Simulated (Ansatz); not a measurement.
## Deforming Bi

```
Bi
1.0
     2.27300    1.31232    3.95400
    -2.27300    1.31232    3.95400
     0.00000   -2.62463    3.95400
Bi
2
Direct
  0.23389 0.23389 0.23389
  0.76611 0.76611 0.76611
```

Atoms are numbered in the order listed.

The cell is a measured one (Crystallography Open Database entry 9009658); the temperature and pressure of the measurement aren't taken into account, and nothing was relaxed.

Spin–orbit coupling is left out, though it moves levels of the heavy atoms by tenths of an eV or more.

Level of theory: DFT, PBE, all-electron PAW with datasets made for the crystal, scalar-relativistic in Ansatz 0.2.0.

The runs use a Γ-centred 11×11×11 k mesh, Fermi–Dirac smearing of 0.03 eV, cutoff 260 eV (chosen by the program for this cell), no spin polarisation.

The unchanged cell is at 1.79 GPa.

In a metal, stresses and small energies carry noise from the k mesh.

x, y and z are the Cartesian axes of the cell as listed; fractional coordinates follow a strain, and an engineering shear is twice the off-diagonal strain component.

**Question.** One change gave: energy change under 1 meV/atom; stress change (xx, yy, zz, yz, xz, xy) 0.26, -0.24, 0.01, -0.46, -0.22, -0.07 GPa, compression positive; change of the force on Bi1 (-0.029, -0.060, 0.000) eV/Å. Which change was it?
A. equal xy, yz and zx engineering shear strains of -2 %
B. equal xy, yz and zx engineering shear strains of +3 %
C. equal xy, yz and zx engineering shear strains of +2 %
D. equal xy, yz and zx engineering shear strains of +1 %
E. equal xy, yz and zx engineering shear strains of -3 %
F. equal xy, yz and zx engineering shear strains of -1 %
G. z strained by +4 % at fixed volume
H. atom 1 (Bi) moved by (0.0000, 0.0000, 0.1200) Å

**Answer.** D. For z strained by +4 % at fixed volume: energy change +6 meV/atom; stress change (xx, yy, zz, yz, xz, xy) 0.83, 0.83, -0.75, 0.00, 0.00, 0.00 GPa, compression positive; change of the force on Bi1 (0.000, 0.000, -0.097) eV/Å. For equal xy, yz and zx engineering shear strains of -3 %: energy change +8 meV/atom; stress change (xx, yy, zz, yz, xz, xy) -0.71, 0.86, 0.08, 1.43, 0.61, 0.21 GPa, compression positive; change of the force on Bi1 (0.085, 0.185, -0.001) eV/Å. For atom 1 (Bi) moved by (0.0000, 0.0000, 0.1200) Å: energy change +3 meV/atom; stress change (xx, yy, zz, yz, xz, xy) -0.84, -0.84, -1.55, 0.00, 0.00, 0.00 GPa, compression positive; change of the force on Bi1 (0.000, 0.000, -0.443) eV/Å. For equal xy, yz and zx engineering shear strains of -2 %: energy change +3 meV/atom; stress change (xx, yy, zz, yz, xz, xy) -0.48, 0.55, 0.04, 0.95, 0.42, 0.14 GPa, compression positive; change of the force on Bi1 (0.057, 0.122, -0.001) eV/Å. For equal xy, yz and zx engineering shear strains of +3 %: energy change +8 meV/atom; stress change (xx, yy, zz, yz, xz, xy) 0.80, -0.65, 0.08, -1.36, -0.66, -0.20 GPa, compression positive; change of the force on Bi1 (-0.088, -0.178, -0.002) eV/Å. For equal xy, yz and zx engineering shear strains of -1 %: energy change under 1 meV/atom; stress change (xx, yy, zz, yz, xz, xy) -0.25, 0.26, 0.01, 0.47, 0.21, 0.07 GPa, compression positive; change of the force on Bi2 (-0.028, -0.060, 0.000) eV/Å. For equal xy, yz and zx engineering shear strains of +2 %: energy change +3 meV/atom; stress change (xx, yy, zz, yz, xz, xy) 0.53, -0.46, 0.03, -0.91, -0.44, -0.13 GPa, compression positive; change of the force on Bi1 (-0.058, -0.120, -0.001) eV/Å.

**Question.** What force constant does this one finite step give for Bi1 along its displacement (all its periodic images move with it)?

**Answer.** k = −ΔF·u/|u|² = 3.69 eV/Å², so the force pulls the atom back.
